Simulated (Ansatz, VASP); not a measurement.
# One calculation of Mg, two programs

POSCAR

```
Mg
1.0
    3.2093000000      0.0000000000      0.0000000000
   -1.6046500000      2.7793353284      0.0000000000
    0.0000000000      0.0000000000      5.2103000000
Mg
2
Direct
    0.6666666667      0.3333333333      0.7500000000
    0.3333333333      0.6666666667      0.2500000000
```

File INCAR.step1:

```
ALGO = Normal
EDIFF = 1E-5
ENCUT = 600
GGA = PE
ISMEAR = -1
LASPH = True
LCHARG = False
LREAL = False
LWAVE = True
NELM = 100
PREC = Accurate
SIGMA = 0.05
```

The input INCAR.step2:

```
AEXX = 1.0
AGGAC = 0.0
ALDAC = 0.0
ALGO = Normal
EDIFF = 1E-6
EDIFFG = -0.01
ENCUT = 600
GGA = PE
HFRCUT = -1
IBRION = 2
ISIF = 3
ISMEAR = -1
ISTART = 1
LASPH = True
LCHARG = False
LHFCALC = True
LREAL = False
LWAVE = False
NELM = 100
NSW = 40
PREC = Accurate
PRECFOCK = Normal
SIGMA = 0.05
```

File KPOINTS:

```
k-points
0
Gamma
  5 5 3
```

The input input.yaml:

```yaml
crystal:
  lattice:
    - [3.2093, 0.0, 0.0]
    - [-1.60465, 2.7793353284, 0.0]
    - [0.0, 0.0, 5.2103]
  atoms:
    - { symbol: Mg, position: [0.6666666667, 0.3333333333, 0.75] }
    - { symbol: Mg, position: [0.3333333333, 0.6666666667, 0.25] }
hamiltonian:
  xc: hf
  pseudopotentials: { kind: paw }
kpoints:
  mp_grid: { grid: [5, 5, 3] }
scf:
  occupations: { method: fermi_dirac, width: 0.05 }
output:
  forces: true
  stress: true
relax:
  f_tol: 0.01
  max_steps: 40
  cell: { stress_tol: 0.05 }
```

Alike in both runs: task relaxation of cell and atoms; functional HF; k mesh 5 × 5 × 3; occupations fermi-dirac, width 0.05 eV; no spin polarisation.

|  | VASP | Ansatz |
| --- | --- | --- |
| version | VASP 6.6.1 | Ansatz 0.2.0 |
| potentials or method | VASP PAW PBE potentials, release 64 (Mg) | Ansatz PAW |
| plane-wave cutoff (eV) | 600 | 420 |
| valence electrons in the cell | 4 | 20 |

VASP gave:

* gap on the k mesh at the Fermi level, each at its own relaxed structure (eV): none
* relaxed volume (Å³/atom): 23.84
* relaxed cell length with the largest relative difference (Å): 3.219
* energy change over the relaxation (meV/atom): -3

Task: Which values does Ansatz return?

Result: gap on the k mesh at the Fermi level, each at its own relaxed structure (eV): none; relaxed volume (Å³/atom): 24.87; relaxed cell length with the largest relative difference (Å): 3.269; energy change over the relaxation (meV/atom): -13.

A gap of «none» marks a metal or a gap that the smearing closes. The two sets of potentials don't hold the same shells in valence.

Caveats: the k mesh is coarse (spacing up to 0.45 Å⁻¹), so the values aren't converged, least of all with exact exchange; the PAW data sets were made with another functional, which shifts forces and pressure a little (VASP); the plane-wave basis is chosen anew once the cell has moved, so the energies of steps on either side of that aren't comparable (Ansatz); the PAW data sets come from PBE, with cores solved anew for the run's functional, which leaves a small shift of forces and pressure (Ansatz). Zero-point motion and thermal expansion aren't in these numbers.
